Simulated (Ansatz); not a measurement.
# Ir3Cl: the cost of one run

Program: Ansatz 0.2.0. Level of theory: DFT PBE, scalar-relativistic, plane waves, PAW. These are calculated values, not measurements.

2 further runs of the same task are left out: 2 set aside as unsound or not needed.

## (1) The starting structure

Symmetry: Fm-3m, No. 225, cubic system. The conventional cell has a = 3.839 Å, b = 3.839 Å, c = 3.839 Å, α = 90.00°, β = 90.00°, γ = 90.00°. Around Ir (site symmetry m-3m) lie 12 Ir at 2.71 Å.

Coordinates:

```cif
data_structure
_symmetry_space_group_name_H-M 'Fm-3m'
_symmetry_Int_Tables_number 225
_cell_length_a 3.8394
_cell_length_b 3.8394
_cell_length_c 3.8394
_cell_angle_alpha 90.000
_cell_angle_beta 90.000
_cell_angle_gamma 90.000
_cell_volume 56.60
loop_
_atom_site_label
_atom_site_type_symbol
_atom_site_symmetry_multiplicity
_atom_site_Wyckoff_symbol
_atom_site_fract_x
_atom_site_fract_y
_atom_site_fract_z
_atom_site_occupancy
Ir1 Ir 4 a 0.00000 0.00000 0.00000 1
```

Source of the structure: the Crystallography Open Database.

## (8) Setting up the map

Atoms count from 1 in the order of the input.

Cl is moved over the surface cell; relaxed at each place: the height of the adsorbate's atoms; substrate rigid; the origin of the map has the adsorbate above Ir3.

The axes are (1) position of Cl4 along the first surface vector, from above Ir3: 6 values from 0.000 to 0.833, periodic; (2) position of Cl4 along the second surface vector, from above Ir3: 6 values from 0.000 to 0.833, periodic.

Relaxed at each point: the height of the adsorbate's atoms; substrate rigid. Points are written as (first, second).

The two vectors of the plane (Å): (2.737, 0.000, 0.000); (0.000, 2.737, 0.000).

(The set-up runs are not shown.)

## (9) Point (0/6, 0/6) of the map's two axes

input.yaml reads:

```yaml
crystal:
  lattice:
    - [2.7367600872, 0.0, 0.0]
    - [0.0, 2.7367600872, 0.0]
    - [0.0, 0.0, 19.1883373024]
  atoms:
    - { symbol: Ir, position: [0.5, 0.5, 0.2084599586] }
    - { symbol: Ir, position: [0.0, 0.0, 0.3045662598] }
    - { symbol: Ir, position: [0.5, 0.5, 0.400677619] }
    - { symbol: Cl, position: [0.5, 0.5, 0.5278381937] }
basis:
  ecutwfc: 420
kpoints:
  mp_grid: { grid: [10, 10, 1] }
hamiltonian:
  xc: pbe
  pseudopotentials: { kind: paw, azcp: { folder: soft_1 } }
scf:
  occupations: { method: gaussian, width: 0.1 }
output:
  forces: true
  eigenvalues: true
relax:
  adjacent_minimum: "off"
  f_tol: 0.025
  max_steps: 16
  constraints: [{ sites: [0, 1, 2] }, { sites: [3], fix: xy }]
efield:
  axis: 3
  dipole_correction: true
  ramp_width: 0.04
```

On the command line:

```
$ ansatz run input.yaml --threads 1 --pin off --max-ram 3072MiB --backend cpu --events-out ev --progress --plain --runs-dir out
```

Q: Estimate wall time and peak memory on 1 thread of Intel Xeon 6975P-C (Granite Rapids), shared host.

About 18 s, with a peak of 0.44 GiB.
